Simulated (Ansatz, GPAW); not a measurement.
# Ballistic transport through an Al chain with two N atoms in line, from relaxation to T(E), part 3 of 4

How well does an Al chain with two N atoms in line conduct once its atoms have relaxed, and how much do cheaper levels lose?

GPAW 26.7.0 and Ansatz 0.2.0; Ansatz plane waves; relaxation of the junction with the lead ends held; PAW set soft_1 (the session's first sound run).

So far, transmission at the Fermi level (one spin): step 3 (plane waves, PBE) 1.13. Also open channels of the lead at the Fermi level (one spin): step 3 2.

## (4) GPAW, dzp

Localised orbitals split the wire into layers that couple to their neighbours alone, which is what the Green's function method needs; double zeta with polarisation is the usual level for numbers.

This step: GPAW LCAO, PAW setups; Landauer transmission from Green's functions with principal layers (ASE), zero bias (GPAW 26.7.0).

Input file run.py:

```python
import json
import numpy as np
from ase import Atoms
from ase.transport.calculators import TransportCalculator
from gpaw import GPAW, FermiDirac
from gpaw.lcao.tools import get_lcao_hamiltonian
from scipy.linalg import eigh

# The junction with lead layers at both ends, along the third cell vector
device = Atoms(
    ['Al', 'Al', 'Al', 'Al', 'Al', 'Al', 'Al', 'N', 'N', 'Al', 'Al', 'Al', 'Al', 'Al', 'Al', 'Al'],
    positions=[
        [4.50000, 4.50000, 1.20000],
        [4.50000, 4.50000, 3.60000],
        [4.50000, 4.50000, 6.00000],
        [4.50000, 4.50000, 8.40000],
        [4.50000, 4.50000, 10.80000],
        [4.10782, 3.69929, 13.31016],
        [4.68977, 4.85142, 15.65694],
        [4.39341, 4.28777, 17.38998],
        [4.39335, 4.28396, 18.59717],
        [4.66021, 4.84757, 20.33428],
        [4.09920, 3.68265, 22.67930],
        [4.50000, 4.50000, 25.18260],
        [4.50000, 4.50000, 27.58260],
        [4.50000, 4.50000, 29.98260],
        [4.50000, 4.50000, 32.38260],
        [4.50000, 4.50000, 34.78260]],
    cell=[[9.0, 0.0, 0.0], [0.0, 9.0, 0.0], [0.0, 0.0, 35.9826]],
    pbc=True)

# One principal layer of the lead: the first 4 atoms of the device
lead = Atoms(
    ['Al', 'Al', 'Al', 'Al'],
    positions=[
        [4.50000, 4.50000, 1.20000],
        [4.50000, 4.50000, 3.60000],
        [4.50000, 4.50000, 6.00000],
        [4.50000, 4.50000, 8.40000]],
    cell=[[9.0, 0.0, 0.0], [0.0, 9.0, 0.0], [0.0, 0.0, 9.6]],
    pbc=True)

settings = dict(mode='lcao', basis='dzp', xc='PBE', h=0.18,
                occupations=FermiDirac(0.1), maxiter=250,
                mixer=dict(beta=0.1, nmaxold=8, weight=100.0),
                convergence=dict(density=0.0001))
energies = np.arange(-2, 2 + 1e-9, 0.025)
eta = 0.0001
n1, n2 = 1, 1
# k and -k transmit alike, so half of the mesh across the current serves
mesh = [(i, j) for i in range(n1) for j in range(n2) if (i, j) <= (-i % n1, -j % n2)]
weights = np.array([1 if (i, j) == (-i % n1, -j % n2) else 2 for i, j in mesh]) / (n1 * n2)

# [... helper functions left out ...]
fermi_lead = ground_state(lead, (1, 1, 12), 'lead.txt')
fermi_device = ground_state(device, (1, 1, 2), 'device.txt')
# [... loop over the mesh left out, but for ...]
        # Shift the lead onto the potential of the device's first layer
        shift = ((H[:, 0, 0] - H0[:, 0, 0]) / S0[0, 0]).real.mean()
# [...]
kT = 8.617333e-5 * 300
bias = [0.1, 0.2, 0.5, 1.0, 1.5, 2.0]
# [... integrals and printing left out ...]
```

The run is started by

```bash
$ OMP_NUM_THREADS=1 OPENBLAS_NUM_THREADS=1 python run.py
```

The program printed:

```text
basis functions: device 208, principal layer 52
Fermi level: lead -3.1259 eV, device -3.0522 eV; lead shifted by 0.0117 eV
largest coupling past the next layer 1.20e-15 eV, largest misfit of the first layer 0.042 eV
  E-E_F (eV)   T (one spin)  channels
    -2.000    1.6290e-01    1.0000
    -1.975    1.5749e-01    1.0000
    -1.950    1.5139e-01    1.0000
    -1.925    1.4471e-01    1.0000
    -1.900    1.3756e-01    1.0000
    -1.875    1.3009e-01    1.0000
    -1.850    1.2239e-01    1.0000
    -1.825    1.1458e-01    1.0000
    -1.800    1.0677e-01    1.0000
    -1.775    9.9057e-02    1.0000
    -1.750    9.1506e-02    1.0000
    -1.725    8.4186e-02    1.0000
    -1.700    7.7145e-02    1.0000
    -1.675    7.0417e-02    1.0000
    -1.650    6.4024e-02    1.0000
    -1.625    5.7976e-02    1.0000
[...]
1.825    1.4839e+00    3.0000
     1.850    1.4872e+00    3.0000
     1.875    1.4914e+00    3.0000
     1.900    1.4964e+00    3.0000
     1.925    1.5023e+00    3.0000
     1.950    1.5090e+00    3.0000
     1.975    1.5163e+00    3.0000
     2.000    1.5243e+00    3.0000
conductance at 300 K: 1.1184 G0 a cell; thermopower -12.6 uV/K
current from the zero-bias T(E) at 0.1 V: 8.6458 uA
current from the zero-bias T(E) at 0.2 V: 17.186 uA
current from the zero-bias T(E) at 0.5 V: 42.288 uA
current from the zero-bias T(E) at 1.0 V: 73.147 uA
current from the zero-bias T(E) at 1.5 V: 96.852 uA
current from the zero-bias T(E) at 2.0 V: 121.64 uA
```

Run time: 2.4 min. Hardware: 1 thread of Intel Xeon Platinum 8488C (Sapphire Rapids), shared host; peak memory 1.7 GiB.

This step gave:

- conductance: 1.118 G₀
- thermopower: -12.60 μV/K
- largest coupling past the next principal layer: 1.20e-15 eV
- largest misfit of the first principal layer: 0.04150 eV
- shift that aligns the lead: 0.01173 eV
- basis functions of the junction: 208
- basis functions of a principal layer: 52
- transmission at the Fermi level (one spin): 1.126

One spin. Table of transmission, zone mean by energy, zero at the Fermi level:

energy (eV), transmission, zone mean and a bar:
```
   -2.000       0.16 ###
   -1.900       0.14 ###
   -1.800       0.11 ##
   -1.700       0.08 ##
   -1.600       0.05 #
   -1.500       0.03 #
   -1.400       0.02 
   -1.300       0.00 
   -1.200       0.00 
   -1.100       0.00 
   -1.000       0.00 
   -0.900       0.00 
   -0.800       0.00 
   -0.700       0.00 
   -0.600       0.00 
   -0.500       0.00 
   -0.400       0.00 
   -0.300       1.06 #####################
   -0.200       0.76 ###############
   -0.100       0.90 ##################
    0.000       1.13 ######################
    0.100       1.29 #########################
    0.200       1.35 ###########################
    0.225       1.35 ###########################
    0.300       1.32 ##########################
    0.400       1.25 #########################
    0.500       1.21 ########################
    0.600       1.21 ########################
    0.700       1.24 ########################
    0.800       1.26 #########################
    0.900       1.27 #########################
    1.000       1.35 ###########################
    1.100       1.42 ############################
    1.200       1.46 #############################
    1.300       1.49 #############################
    1.400       1.51 ##############################
    1.500       1.51 ##############################
    1.600       1.49 #############################
    1.700       1.48 #############################
    1.800       1.48 #############################
    1.900       1.50 #############################
    2.000       1.52 ##############################
```

Crossings of the lead's bands, unfolded to its shortest repeat. Open channels, zone mean against energy, zero at the Fermi level:

energy (eV), open channels, zone mean and a bar:
```
   -2.000       1.00 ##########
   -1.900       1.00 ##########
   -1.800       1.00 ##########
   -1.700       1.00 ##########
   -1.600       1.00 ##########
   -1.500       1.00 ##########
   -1.400       1.00 ##########
   -1.300       1.00 ##########
   -1.200       0.00 
   -1.100       0.00 
   -1.000       0.00 
   -0.900       0.00 
   -0.800       0.00 
   -0.700       0.00 
   -0.600       0.00 
   -0.500       0.00 
   -0.400       0.00 
   -0.300       2.00 ####################
   -0.200       2.00 ####################
   -0.100       2.00 ####################
    0.000       2.00 ####################
    0.100       2.00 ####################
    0.200       2.00 ####################
    0.300       2.00 ####################
    0.400       2.00 ####################
    0.500       2.00 ####################
    0.600       2.00 ####################
    0.700       2.00 ####################
    0.800       2.00 ####################
    0.900       2.00 ####################
    1.000       3.00 ##############################
    1.100       3.00 ##############################
    1.200       3.00 ##############################
    1.300       3.00 ##############################
    1.400       3.00 ##############################
    1.500       3.00 ##############################
    1.600       3.00 ##############################
    1.700       3.00 ##############################
    1.800       3.00 ##############################
    1.900       3.00 ##############################
    2.000       3.00 ##############################
```

Not self-consistent under bias; the bias window is split evenly. Table of current through one cell, from the zero-bias transmission by bias:

```
bias (V)  current through one cell, from the zero-bias transmission (μA)
   0.100                                                            8.65
   0.200                                                            17.2
   0.500                                                            42.3
   1.000                                                            73.1
   1.500                                                            96.9
   2.000                                                             122
```

The transmission of the three most open eigenchannels by energy, zero at the Fermi level:

```
energy (eV)  channel 1  channel 2  channel 3
     -2.000      0.163          0          0
     -1.900      0.138          0          0
     -1.800      0.107          0          0
     -1.700     0.0771          0          0
     -1.600     0.0523          0          0
     -1.500     0.0326          0          0
     -1.400     0.0168          0          0
     -1.300    0.00214          0          0
     -1.200    6.2e-10          0          0
     -1.100    2.2e-10          0          0
     -1.000    2.2e-10          0          0
     -0.900    7.4e-10          0          0
     -0.800     1.4e-8          0          0
     -0.700    5.3e-10          0          0
     -0.600    5.2e-10          0          0
     -0.500     3.9e-7          0          0
     -0.400     2.1e-8     5.3e-9          0
     -0.300      0.952      0.109          0
     -0.200      0.500      0.256          0
     -0.100      0.499      0.401          0
      0.000      0.755      0.371          0
      0.100      0.935      0.351          0
      0.200      0.997      0.357          0
      0.300      0.924      0.397          0
      0.400      0.776      0.471          0
      0.500      0.639      0.569          0
      0.600      0.665      0.550          0
      0.700      0.732      0.505    1.6e-12
      0.800      0.762      0.495    7.5e-12
      0.900      0.757      0.510    1.7e-10
      1.000      0.725      0.628    0.00104
      1.100      0.737      0.676    0.00322
      1.200      0.832      0.621    0.00664
      1.300      0.911      0.567     0.0118
      1.400      0.966      0.521     0.0189
      1.500      0.994      0.484     0.0271
      1.600      0.998      0.460     0.0345
      1.700      0.995      0.449     0.0385
      1.800      0.993      0.450     0.0383
      1.900      0.996      0.465     0.0350
      2.000      0.999      0.495     0.0304
```

At the Fermi level T is 1.13 against 1.13 in plane waves. Couplings past the next layer reach 1.2e-15 eV, small enough to drop; the matrix elements of the cell's first layer differ from the bulk lead's by up to 0.042 eV. That layer keeps its own values in the calculation, and only beyond it is the lead taken as perfect. The Fermi levels of lead and junction count from different zeros of potential, one for each periodic cell; with both set to zero, the small remaining shift is what aligns them. By hand: G = 1.118 × 77.48 μS = 86.7 μS, a resistance of 11.5 kΩ; at 0.1 V a linear junction would pass 8.67 μA, and the integral over the bias window gives 8.65 μA. Mott's formula, S = -(π²/3)(k_B²T/e) d ln T/dE, has the prefactor 7.33 μV/K·eV at 300 K; T = 1.074 at -0.025 eV and 1.174 at 0.025 eV give a slope of 1.79 per eV and S = -13.1 μV/K, beside -12.6 μV/K from the thermal integral, which interpolates the same grid.

## (5) Single-zeta polarised basis

One radial function a shell plus polarisation makes the matrices smaller; the question is what that costs.

run.py: that of step 4 with these lines changed.

```diff
@@ -42,3 +42,3 @@
 
-settings = dict(mode='lcao', basis='dzp', xc='PBE', h=0.18,
+settings = dict(mode='lcao', basis='szp(dzp)', xc='PBE', h=0.18,
                 occupations=FermiDirac(0.1), maxiter=250,
```

The program printed:

```text
basis functions: device 144, principal layer 36
Fermi level: lead -3.5822 eV, device -3.4489 eV; lead shifted by 0.0195 eV
largest coupling past the next layer 1.26e-15 eV, largest misfit of the first layer 0.052 eV
  E-E_F (eV)   T (one spin)  channels
    -2.000    1.4691e-01    1.0000
    -1.975    1.3981e-01    1.0000
    -1.950    1.3233e-01    1.0000
[...]
1.975    1.4538e+00    3.0000
     2.000    1.4599e+00    3.0000
conductance at 300 K: 1.14 G0 a cell; thermopower -11.89 uV/K
current from the zero-bias T(E) at 0.1 V: 8.7941 uA
current from the zero-bias T(E) at 0.2 V: 17.379 uA
current from the zero-bias T(E) at 0.5 V: 41.679 uA
current from the zero-bias T(E) at 1.0 V: 68.109 uA
current from the zero-bias T(E) at 1.5 V: 88.207 uA
current from the zero-bias T(E) at 2.0 V: 110.35 uA
```

The job ended after 2.5 min (1 thread; peak memory 1.7 GiB).

Numbers from this step:

- conductance: 1.140 G₀
- thermopower: -11.89 μV/K
- largest coupling past the next principal layer: 1.26e-15 eV
- largest misfit of the first principal layer: 0.05226 eV
- shift that aligns the lead: 0.01946 eV
- basis functions of the junction: 144
- basis functions of a principal layer: 36
- transmission at the Fermi level (one spin): 1.155

The conductance, 1.14 G₀, lies 1.9 % above that of the dzp run.

## (6) Minimal basis

One function for each valence shell of the setup, as for a first survey of a large system.

run.py: that of step 5 with these lines changed.

```diff
@@ -42,3 +42,3 @@
 
-settings = dict(mode='lcao', basis='szp(dzp)', xc='PBE', h=0.18,
+settings = dict(mode='lcao', basis='sz(dzp)', xc='PBE', h=0.18,
                 occupations=FermiDirac(0.1), maxiter=250,
```

The program printed:

```text
basis functions: device 64, principal layer 16
Fermi level: lead -3.8293 eV, device -3.6210 eV; lead shifted by 0.0278 eV
largest coupling past the next layer 7.58e-16 eV, largest misfit of the first layer 0.070 eV
  E-E_F (eV)   T (one spin)  channels
    -2.000    1.3611e-01    1.0000
    -1.975    1.2193e-01    1.0000
    -1.950    1.0763e-01    1.0000
[...]
1.975    1.5302e+00    3.0000
     2.000    1.5328e+00    3.0000
conductance at 300 K: 1.1697 G0 a cell; thermopower -11.87 uV/K
current from the zero-bias T(E) at 0.1 V: 9.0218 uA
current from the zero-bias T(E) at 0.2 V: 17.816 uA
current from the zero-bias T(E) at 0.5 V: 42.248 uA
current from the zero-bias T(E) at 1.0 V: 70.973 uA
current from the zero-bias T(E) at 1.5 V: 91.158 uA
current from the zero-bias T(E) at 2.0 V: 115.92 uA
```

It took 97 s on 1 thread; peak memory 1.5 GiB.

Numbers from this step:

```yaml
conductance: 1.170 G₀
thermopower: -11.87 μV/K
largest_coupling_past_the_next_principal_layer: 7.58e-16 eV
largest_misfit_of_the_first_principal_layer: 0.07044 eV
shift_that_aligns_the_lead: 0.02782 eV
basis_functions_of_the_junction: 64
basis_functions_of_a_principal_layer: 16
transmission_at_the_fermi_level_one_spin: 1.185
```

One spin. Transmission, zone mean against energy, zero at the Fermi level:

```
energy (eV)  transmission, zone mean
     -2.000                    0.136
     -1.900                   0.0797
     -1.800                   0.0319
     -1.700                   4.3e-8
     -1.600                  2.1e-10
     -1.500                  3.8e-11
     -1.400                  1.5e-11
     -1.300                  1.0e-11
     -1.200                  1.0e-11
     -1.100                  1.6e-11
     -1.000                  5.1e-11
     -0.900                   3.2e-9
     -0.800                  2.0e-10
     -0.700                  1.1e-10
     -0.600                  3.6e-10
     -0.500                   1.0e-9
     -0.400                   1.0e-7
     -0.300                     1.10
     -0.200                    0.708
     -0.100                    0.927
      0.000                     1.19
      0.100                     1.31
      0.150                     1.32
      0.200                     1.30
      0.300                     1.18
      0.400                     1.04
      0.500                    0.987
      0.600                    0.997
      0.700                     1.11
      0.800                     1.23
      0.900                     1.31
      1.000                     1.36
      1.100                     1.41
      1.200                     1.44
      1.300                     1.47
      1.400                     1.50
      1.500                     1.53
      1.600                     1.54
      1.700                     1.54
      1.800                     1.54
      1.900                     1.53
      2.000                     1.53
```

The conductance, 1.17 G₀, lies 4.6 % above that of the dzp run.

## (7) LDA in the dzp basis: xc = "LDA"

Back in the dzp basis, the functional changes from PBE to LDA, to set the spread between functionals beside that between bases.

run.py: that of step 6 with these lines changed.

```diff
@@ -42,3 +42,3 @@
 
-settings = dict(mode='lcao', basis='sz(dzp)', xc='PBE', h=0.18,
+settings = dict(mode='lcao', basis='dzp', xc='LDA', h=0.18,
                 occupations=FermiDirac(0.1), maxiter=250,
```

The program printed:

```text
basis functions: device 208, principal layer 52
Fermi level: lead -3.2559 eV, device -3.1891 eV; lead shifted by 0.0138 eV
largest coupling past the next layer 1.49e-15 eV, largest misfit of the first layer 0.042 eV
  E-E_F (eV)   T (one spin)  channels
    -2.000    1.7019e-01    1.0000
    -1.975    1.6530e-01    1.0000
    -1.950    1.5957e-01    1.0000
[...]
1.975    1.4977e+00    3.0000
     2.000    1.5056e+00    3.0000
conductance at 300 K: 1.1372 G0 a cell; thermopower -12.94 uV/K
current from the zero-bias T(E) at 0.1 V: 8.7853 uA
current from the zero-bias T(E) at 0.2 V: 17.429 uA
current from the zero-bias T(E) at 0.5 V: 42.352 uA
current from the zero-bias T(E) at 1.0 V: 72.051 uA
current from the zero-bias T(E) at 1.5 V: 94.058 uA
current from the zero-bias T(E) at 2.0 V: 117.64 uA
```

It took 2.4 min on 1 thread; peak memory 1.7 GiB.

Numbers from this step:

```
conductance                                    : 1.137 G₀
thermopower                                    : -12.94 μV/K
largest coupling past the next principal layer : 1.49e-15 eV
largest misfit of the first principal layer    : 0.04169 eV
shift that aligns the lead                     : 0.01376 eV
basis functions of the junction                : 208
basis functions of a principal layer           : 52
transmission at the Fermi level (one spin)     : 1.147
```

One spin. The transmission, zone mean by energy, zero at the Fermi level:

energy (eV), transmission, zone mean and a bar:
```
   -2.000       0.17 ###
   -1.900       0.15 ###
   -1.800       0.11 ##
   -1.700       0.08 ##
   -1.600       0.06 #
   -1.500       0.04 #
   -1.400       0.02 
   -1.300       0.00 
   -1.200       0.00 
   -1.100       0.00 
   -1.000       0.00 
   -0.900       0.00 
   -0.800       0.00 
   -0.700       0.00 
   -0.600       0.00 
   -0.500       0.00 
   -0.400       0.00 
   -0.300       1.08 ######################
   -0.200       0.73 ###############
   -0.100       0.90 ##################
    0.000       1.15 #######################
    0.100       1.31 ##########################
    0.175       1.35 ###########################
    0.200       1.35 ###########################
    0.300       1.27 #########################
    0.400       1.17 #######################
    0.500       1.13 ######################
    0.600       1.13 ######################
    0.700       1.15 #######################
    0.800       1.16 #######################
    0.900       1.24 #########################
    1.000       1.31 ##########################
    1.100       1.36 ###########################
    1.200       1.41 ############################
    1.300       1.44 #############################
    1.400       1.47 #############################
    1.500       1.48 #############################
    1.600       1.48 #############################
    1.700       1.47 #############################
    1.800       1.47 #############################
    1.900       1.48 #############################
    2.000       1.51 ##############################
```

The conductance, 1.14 G₀, lies 1.7 % above that of the dzp run.

[end of part 3 of 4]

[Logs are printed without paths, hosts, clocks, repeated set-up lines and the standing remarks that a program may print on its own settings, such as how far it seeks lower states.]

[Hosts, paths, dates, database ids (printed as entryN), source tags and the programs' standing remarks are cut or masked in the printed files.]
